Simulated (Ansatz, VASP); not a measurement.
## Cl in VASP and in Ansatz

File POSCAR:

```
Cl
1.0
    0.0000000000      3.1911737852      3.1911737852
    3.1911737852      0.0000000000      3.1911737852
    3.1911737852      3.1911737852      0.0000000000
Cl
2
Direct
    0.5000000000      0.5000000000      0.5000000000
    0.7500000000      0.7500000000      0.7500000000
```

File INCAR.step1:

```
PREC = Accurate ; ENCUT = 520
ISMEAR = 0 ; SIGMA = 0.1
LREAL = False ; LASPH = True
NELM = 100 ; NBANDS = 14
GGA = PE ; ALGO = Normal
EDIFF = 1E-4 ; LWAVE = True
LCHARG = False
```

INCAR.step2

```
PREC = Accurate ; ENCUT = 520
EDIFF = 1E-6 ; ISMEAR = 0
SIGMA = 0.1 ; LREAL = False
LASPH = True ; NELM = 100
ALGO = Normal ; ISIF = 2
LWAVE = False ; LCHARG = True
METAGGA = R2SCAN ; LMIXTAU = True
LELF = True ; LVHAR = True
NBANDS = 14 ; ISTART = 1
```

File KPOINTS:

```
regular mesh
0
Gamma
  6 6 6
```

Input for Ansatz:

```yaml
crystal:
  lattice:
    - [0.0, 3.1911737852, 3.1911737852]
    - [3.1911737852, 0.0, 3.1911737852]
    - [3.1911737852, 3.1911737852, 0.0]
  atoms:
    - { symbol: Cl, position: [0.5, 0.5, 0.5] }
    - { symbol: Cl, position: [0.75, 0.75, 0.75] }
basis:
  ecutwfc: 500
kpoints:
  mp_grid: { grid: [6, 6, 6] }
hamiltonian:
  xc: r2scan
scf:
  occupations: { method: gaussian, width: 0.1 }
  lower_state_search: "off"
output:
  forces: true
  stress: true
  eigenvalues: true
```

Alike in both runs: task single point; functional r2SCAN; k mesh 6 × 6 × 6; occupations gaussian, width 0.1 eV; no spin polarisation.

|  | VASP | Ansatz |
| --- | --- | --- |
| version | VASP 6.6.1 | Ansatz 0.2.0 |
| potentials or method | VASP PAW PBE potentials, release 64 (Cl) | scalar-relativistic, plane waves, PAW |
| plane-wave cutoff (eV) | 520 | 500 |
| valence electrons in the cell | 14 | 14 |

```tsv
	VASP	Ansatz	Ansatz less VASP
gap on the k mesh at the Fermi level (eV)	none	none	-
pressure (GPa)	0.2	0.3	+0.10
```

A gap of «none» marks a metal or a gap that the smearing closes. With one functional, cell and mesh, what is left measures potentials, basis and numerics.

Caveats: the PAW data sets were made with another functional, which shifts forces and pressure a little (VASP).
